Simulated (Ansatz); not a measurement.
# Mo: pressure against volume

Aim: scale the cell of Mo up and down at fixed shape and fractional positions, and get the equilibrium volume and bulk modulus with LAPW, PAW and all-electron datasets made for the crystal.

This is Mo in the simple cubic structure; at room conditions it is bcc.

Computed with Ansatz 0.2.0 (DFT PBE, scalar-relativistic, unless a step's input says otherwise).

1 further run of the same task is left out (set aside as unsound or not needed).

**1. The structure to begin with**

Symmetry: Pm-3m, No. 221, cubic system. Conventional cell: a = 2.605 Å, b = 2.605 Å, c = 2.605 Å, α = 90.00°, β = 90.00°, γ = 90.00°. Around Mo (site symmetry m-3m) lie 6 Mo at 2.60 Å.

Coordinates:

```
Mo
1.0
     2.60488    0.00000    0.00000
     0.00000    2.60488    0.00000
     0.00000    0.00000    2.60488
Mo
1
Direct
  0.00000 0.00000 0.00000
```

The cell was relaxed by PAW from a hypothetical start (sc type); it needn't be the stable phase of this composition.

**2. Volume × 0.9405, LAPW**

input.yaml

```yaml
crystal:
  lattice:
    - [2.5521548793, 0.0, 0.0]
    - [0.0, 2.5521548793, 0.0]
    - [0.0, 0.0, 2.5521548793]
  atoms:
    - { symbol: Mo, position: [0.0, 0.0, 0.0] }
kpoints:
  mp_grid: { grid: [12, 12, 12] }
scf:
  occupations: { method: fermi_dirac, width: 0.03 }
hamiltonian:
  xc: pbe
  pseudopotentials: { kind: all_electron, lapw: { basis_error: 0.0005 } }
output:
  forces: true
  stress: true
  eigenvalues: true
```

**3. Volume × 0.9405, PAW**

input.yaml: that of step 2 with these lines changed.

```diff
@@ -13,3 +13,3 @@
   xc: pbe
-  pseudopotentials: { kind: all_electron, lapw: { basis_error: 0.0005 } }
+  pseudopotentials: { kind: paw }
 output:
@@ -18 +18,2 @@
   eigenvalues: true
+  efg: { contact_densities: true }
```

**4. Volume × 0.9405, crystal datasets**

input.yaml: that of step 3 with these lines changed.

```diff
@@ -13,3 +13,3 @@
   xc: pbe
-  pseudopotentials: { kind: paw }
+  pseudopotentials: { kind: all_electron, datasets: crystal }
 output:
```

**5. Volume × 0.98, LAPW**

input.yaml

```yaml
crystal:
  lattice:
    - [2.5873952999, 0.0, 0.0]
    - [0.0, 2.5873952999, 0.0]
    - [0.0, 0.0, 2.5873952999]
  atoms:
    - { symbol: Mo, position: [0.0, 0.0, 0.0] }
kpoints:
  mp_grid: { grid: [12, 12, 12] }
scf:
  occupations: { method: fermi_dirac, width: 0.03 }
hamiltonian:
  xc: pbe
  pseudopotentials: { kind: all_electron, lapw: { basis_error: 0.0005 } }
output:
  forces: true
  stress: true
  eigenvalues: true
```

**6. Volume × 0.98, PAW**

input.yaml: that of step 5 with these lines changed.

```diff
@@ -13,3 +13,3 @@
   xc: pbe
-  pseudopotentials: { kind: all_electron, lapw: { basis_error: 0.0005 } }
+  pseudopotentials: { kind: paw }
 output:
@@ -18 +18,2 @@
   eigenvalues: true
+  efg: { contact_densities: true }
```

**7. Volume × 1.02, LAPW**

input.yaml

```yaml
crystal:
  lattice:
    - [2.6221295829, 0.0, 0.0]
    - [0.0, 2.6221295829, 0.0]
    - [0.0, 0.0, 2.6221295829]
  atoms:
    - { symbol: Mo, position: [0.0, 0.0, 0.0] }
kpoints:
  mp_grid: { grid: [12, 12, 12] }
scf:
  occupations: { method: fermi_dirac, width: 0.03 }
hamiltonian:
  xc: pbe
  pseudopotentials: { kind: all_electron, lapw: { basis_error: 0.0005 } }
output:
  forces: true
  stress: true
  eigenvalues: true
```

**8. Volume × 1.02, PAW**

input.yaml: that of step 7 with these lines changed.

```diff
@@ -13,3 +13,3 @@
   xc: pbe
-  pseudopotentials: { kind: all_electron, lapw: { basis_error: 0.0005 } }
+  pseudopotentials: { kind: paw }
 output:
@@ -18 +18,2 @@
   eigenvalues: true
+  efg: { contact_densities: true }
```

**9. Volume × 1.06, LAPW**

input.yaml

```yaml
crystal:
  lattice:
    - [2.6559672451, 0.0, 0.0]
    - [0.0, 2.6559672451, 0.0]
    - [0.0, 0.0, 2.6559672451]
  atoms:
    - { symbol: Mo, position: [0.0, 0.0, 0.0] }
kpoints:
  mp_grid: { grid: [12, 12, 12] }
scf:
  occupations: { method: fermi_dirac, width: 0.03 }
hamiltonian:
  xc: pbe
  pseudopotentials: { kind: all_electron, lapw: { basis_error: 0.0005 } }
output:
  forces: true
  stress: true
  eigenvalues: true
```

**10. Volume × 1.06, PAW**

input.yaml: that of step 9 with these lines changed.

```diff
@@ -13,3 +13,3 @@
   xc: pbe
-  pseudopotentials: { kind: all_electron, lapw: { basis_error: 0.0005 } }
+  pseudopotentials: { kind: paw }
 output:
@@ -18 +18,2 @@
   eigenvalues: true
+  efg: { contact_densities: true }
```

**11. Volume × 1.06, crystal datasets**

input.yaml: that of step 10 with these lines changed.

```diff
@@ -13,3 +13,3 @@
   xc: pbe
-  pseudopotentials: { kind: paw }
+  pseudopotentials: { kind: all_electron, datasets: crystal }
 output:
```

(Steps that only read results are left out.)

Before running it: what results should come out? Wanted: equilibrium volume; bulk modulus (for each run or level that gives them).

**Answer**, as computed:

```
                      quantity           value
     equilibrium volume (LAPW)  17.673 Å³/atom
           bulk modulus (LAPW)         193 GPa
its pressure derivative (LAPW)             4.0
      equilibrium volume (PAW)  17.674 Å³/atom
            bulk modulus (PAW)         193 GPa
 its pressure derivative (PAW)             4.0
```

In words: By LAPW, the pressure vanishes at 17.67 Å³/atom (less than 0.1 % from the starting cell) and the bulk modulus there is 193 GPa (Birch-Murnaghan, third order). PAW's volume lies less than 0.01 % and its modulus less than 0.1 % from LAPW's. No thermal or zero-point expansion is included.
